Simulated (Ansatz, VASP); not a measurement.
This is a calculation of W (Tungsten) for VASP 6.6.1. 

The input INCAR:

```
ALGO = Normal
EDIFF = 1E-7
EDIFFG = -0.02
ENCUT = 600
GGA = PE
IBRION = 2
ISIF = 3
ISMEAR = -1
IVDW = 12
LASPH = T
LCHARG = F
LREAL = F
LWAVE = F
NELM = 100
NSW = 40
PREC = Accurate
SIGMA = 0.05
```

The input KPOINTS:

```
k-points
0
Gamma
  12 12 12
```

POSCAR

```
W
1.0
   -1.5823450000      1.5823450000      1.5823450000
    1.5823450000     -1.5823450000      1.5823450000
    1.5823450000      1.5823450000     -1.5823450000
W
1
Direct
    0.0000000000      0.0000000000      0.0000000000
```

Potentials or basis: VASP PAW PBE potentials, release 64 (W_sv).

Launch:

```sh
$ cat potpaw_PBE.64/W_sv/POTCAR > POTCAR
$ mpirun -np 1 vasp_std > vasp.out
```

Q: Translate it to Ansatz 0.2.0. Potentials or basis there: all-electron LAPW, scalar-relativistic.

A: As run (cutoffs and basis follow the program's own potentials, and thresholds, step limits or extra output files can differ):

input.yaml

```yaml
crystal:
  lattice:
    - [-1.582345, 1.582345, 1.582345]
    - [1.582345, -1.582345, 1.582345]
    - [1.582345, 1.582345, -1.582345]
  atoms:
    - { symbol: W, position: [0.0, 0.0, 0.0] }
kpoints:
  mp_grid: { grid: [12, 12, 12] }
scf:
  occupations: { method: fermi_dirac, width: 0.05 }
hamiltonian:
  xc: pbe
  dispersion: d3bj
  pseudopotentials: { kind: all_electron, lapw: { basis_error: 0.001 } }
output:
  forces: true
  stress: true
relax:
  f_tol: 0.02
  max_steps: 60
  cell: {}
```

Potentials or basis: all-electron LAPW, scalar-relativistic.

Command:

```sh
$ ansatz run input.yaml --threads 1 --pin off --max-ram 3072MiB --backend cpu --events-out ev --progress --plain --runs-dir out
```

Both were run:

|  | VASP | Ansatz |
| --- | --- | --- |
| Relaxed volume | 15.81 Å³/atom | 15.78 Å³/atom |
| Relaxed cell | a = 2.738 Å, b = 2.738 Å, c = 2.738 Å, α = 109.47°, β = 109.47°, γ = 109.47° | a = 2.737 Å, b = 2.737 Å, c = 2.737 Å, α = 109.47°, β = 109.47°, γ = 109.47° |
| Space group after relaxing | Im-3m (No. 229) | Im-3m (No. 229) |
| Pressure after relaxing | 0.0 GPa | 0.0 GPa |

Where Ansatz's input types no cutoff or centring, it takes its own default and a Γ-centred mesh.

Pressure is positive in compression.
